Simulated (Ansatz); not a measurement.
The calculation used Ansatz 0.2.0, DFT PBE, scalar-relativistic, plane waves, PAW. Settings: cutoff 420 eV, Γ-centred meshes spaced at most about 0.3 Å⁻¹, and about 0.25 Å⁻¹ or finer for metals (2π included), Gaussian smearing. No spin polarisation in the final relaxations.

Temperature and zero-point effects are left out.

Compare these two cells of SnSe2, each relaxed at this level.

A.

```xyz
3
Lattice="0.0000 3.9898 5.9646 1.9432 0.0000 5.9646 1.9432 3.9898 0.0000" Properties=species:S:1:pos:R:3 pbc="T T T"
Sn    0.0000    0.0000    0.0000
Se    1.9432    3.9898    4.0756
Se    1.9432    3.9898    7.8535
```

B.

```xyz
3
Lattice="5.2672 0.0000 0.0000 0.0000 5.2672 0.0000 0.0000 0.0000 6.0481" Properties=species:S:1:pos:R:3 pbc="T T T"
Sn    0.0000    0.0000    3.0241
Se    2.6336    0.0000    3.0241
Se    0.0000    2.6336    3.0241
```

Question: Which form is favoured at zero pressure, and by what margin per atom?

Answer: A is lower, by 0.34 eV/atom. A has space group Fmmm (No. 69), 30.8 Å³/atom and no gap on its mesh; B has space group P4/mmm (No. 123), 55.9 Å³/atom and no gap. Counting Se atoms around Sn (those within 1.25 times the shortest such distance or 1.15 times the sum of covalent radii), A and B both have Sn 4. Both come from invented guesses. A third cell relaxed alike, in P-3m1 (a cell as deposited in COD), lies 0.35 eV/atom below the lower of the two.

No dispersion correction is applied, so the spacing and binding between layers, chains or molecules are poorly described (Fmmm, P4/mmm), and this can change margins and order among such cells. Cells relaxed within their symmetry can be saddle points.

A is favoured over B, but neither competes with the P-3m1 cell, in line with the known preference of SnSe2 for layers of edge-sharing octahedra. The equal Sn coordination number hides different connectivity. In A, planar SnSe4 units share edges to form chains, with Sn–Se–Sn angles near a right angle and Se–Se contacts between chains that are well beyond a normal single bond. In B they share corners in a flat, open net with linear Se bridges. Bent bridges suit the Se p orbitals better, which probably accounts for part of A's advantage; the denser packing may contribute too, though its weight can't be separated from that of the missing interlayer attraction. Formally Sn(IV) has a filled d shell and no lone pair, so it gains no ligand-field stabilisation from a square-planar site, and octahedral coordination uses its empty s and p orbitals more fully. The margin between A and B therefore ranks two unfavourable bonding patterns and doesn't identify a likely polymorph.
